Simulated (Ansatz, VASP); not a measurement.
Mg: VASP beside Ansatz

```xyz
2
Lattice="3.2722 0.0000 0.0000 -1.6361 2.8338 0.0000 0.0000 0.0000 5.3125" Properties=species:S:1:pos:R:3 pbc="T T T"
Mg    1.6361    0.9446    3.9844
Mg    0.0000    1.8892    1.3281
```

Change from the starting cell: volume scaled by 1.06.

Alike in both runs: task single point; functional LDA; k mesh 10 × 10 × 5; occupations fermi-dirac, width 0.05 eV; no spin polarisation.

```csv
,VASP,Ansatz
version,VASP 6.6.1,Ansatz 0.2.0
potentials or method,"VASP PAW LDA potentials, release 64 (Mg), cutoff 520 eV","all-electron LAPW, scalar-relativistic"
```

|  | VASP | Ansatz | Ansatz less VASP |
| --- | --- | --- | --- |
| gap on the k mesh at the Fermi level (eV) | none | none | - |
| pressure (GPa) | -4.2 | -3.8 | +0.32 |
| largest component of the traceless stress (GPa) | 0.90 | 0.91 | +0.003 |

A gap of «none» marks a metal or a gap that the smearing closes. Ansatz ran all-electron here, so the differences hold the error of VASP's frozen core and of both bases.
